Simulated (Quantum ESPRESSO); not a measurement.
The system is Ti.

```
Ti
1.0
     2.95000    0.00000    0.00000
    -1.47500    2.55477    0.00000
     0.00000    0.00000    4.68000
Ti
2
Direct
  0.66667 0.33333 0.75000
  0.33333 0.66667 0.25000
```

```yaml
Program: Quantum ESPRESSO 7.5
Task: phonons
Functional: PBEsol
Potentials_or_basis: PseudoDojo 0.4.1 SR PBEsol standard
Cutoff: 1143 eV
Density_cutoff: 4572 eV
k_mesh: 8 × 8 × 5
Occupations: cold, width 0.2 eV
Spin: no spin polarisation
Mixing_beta: 0.5
Most_SCF_iterations: 120
SCF_threshold: 4e-10 Ry
```

The cell and the atoms were relaxed first, to 16.73 Å³/atom (a = 2.903 Å, b = 2.903 Å, c = 4.585 Å, α = 90.00°, β = 90.00°, γ = 120.00°), and the response was taken there.

```
Ti
1.0
     2.90308    0.00000    0.00000
    -1.45154    2.51414    0.00000
     0.00000    0.00000    4.58517
Ti
2
Direct
  0.66667 0.33333 0.75000
  0.33333 0.66667 0.25000
```

Which optical modes does the crystal have at the zone centre, and which show in infrared and Raman spectra?

The optical modes are E2g + B1g. None is infrared active. Raman active: E2g.

Optical modes at Γ, degenerate ones joined:
```csv
cm⁻¹,components,symmetry,active in
126,2,E2g,Raman
193,1,B1g,silent
```

Caveat: the mesh is thin for the phonons of a metal.
